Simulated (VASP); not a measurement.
A run of VASP 6.6.1 is set up as follows.

INCAR

```
PREC = Accurate
ENCUT = 520
EDIFF = 1E-6
ISMEAR = -1
SIGMA = 0.05
LREAL = Auto
LASPH = T
NELM = 100
ALGO = Fast
ISIF = 2
LWAVE = F
LCHARG = T
LELF = T
LVHAR = T
NBANDS = 86
```

File KPOINTS:

```
regular mesh
0
Gamma
  1 1 1
```

Contents of POSCAR:

```
H9C4O6
1.0
    8.0259570000      0.0000000000      0.0000000000
    0.0000000000      8.0259570000      0.0000000000
    0.0000000000      0.0000000000      8.0259570000
C H O
8 18 12
Direct
    0.4128230440      0.7320746922      0.3920903140
    0.5984956062      0.7591244259      0.3244971285
    0.1459888210      0.3762168175      0.4816871060
    0.4709220346      0.5925399301      0.8979739114
    0.9176974160      0.3411929568      0.0876655581
    0.0576504459      0.9076425403      0.1756426056
    0.5233892980      0.0753181209      0.8877321421
    0.8920805332      0.9586395741      0.7051370946
    0.4108045931      0.8395260528      0.4733890301
    0.3085364150      0.7492813630      0.2914792591
    0.4191649669      0.5962279638      0.4292447617
    0.7023710693      0.7953693248      0.4209965242
    0.6612793963      0.6415309726      0.2625979681
    0.6007134103      0.8662019993      0.2395352978
   -0.0220534448      0.5210219791      0.5687172259
    0.1942322891      0.3266027964      0.3659750482
    0.5868085264      0.5946206789      0.6888150535
    0.4562446572      0.4911688413      0.9823376826
    1.0221833982      0.5576282056      0.1247826272
    0.9626141780      0.2119996407      0.0500625657
    0.1853486133      0.7538166477      0.0214927640
   -0.0799032439      0.9528084937      0.1845138218
    0.6457423084      0.3098197511      0.9180712032
    0.4136329163      0.0424123877      0.8056110941
    0.7206243442      0.8689555650      0.8445098821
    1.0213112281      0.9433641371      0.6638959067
    0.0134937179      0.4753825619      0.4607674823
    0.2289695796      0.3376295188      0.6007009507
    0.5999035380      0.5422157133      0.7987583288
    0.3700742478      0.7035422692      0.8991451113
    1.0402746987      0.4325714678      0.1278352226
    0.7729919311      0.3937100585      0.0690260364
    0.0750066316      0.7812277090      0.0717297638
    0.1778354905      0.9596238804      0.2507489138
    0.5502521382      0.2286830094      0.8691175395
    0.5967512659     -0.0319588057      0.9638850545
    0.8421425632      0.8237023946      0.7896877594
    0.8049133580      1.0844937245      0.7026825586
```

Potentials or basis: VASP PAW LDA potentials, release 64 (C, H, O).

Command:

```sh
$ cat potpaw_LDA.64/C/POTCAR potpaw_LDA.64/H/POTCAR potpaw_LDA.64/O/POTCAR > POTCAR
$ mpirun -np 1 vasp_gam > vasp.out
```

Problem. What does it give for the largest force?

Solution. 3.475 eV/Å.

Problem. Predict the pressure.

Solution. -1.6 GPa.

Problem. Predict the band gap on the k mesh.

Solution. 4.16 eV, direct.

Stress tensor (GPa, compression positive):
```
-4.63  1.60  0.24
 1.60 -1.11 -1.25
 0.24 -1.25  0.83
```

Caveat: the standard files for N, O and F lose accuracy on very short bonds. A hybrid or GW would open this gap; LDA tends to underestimate it.
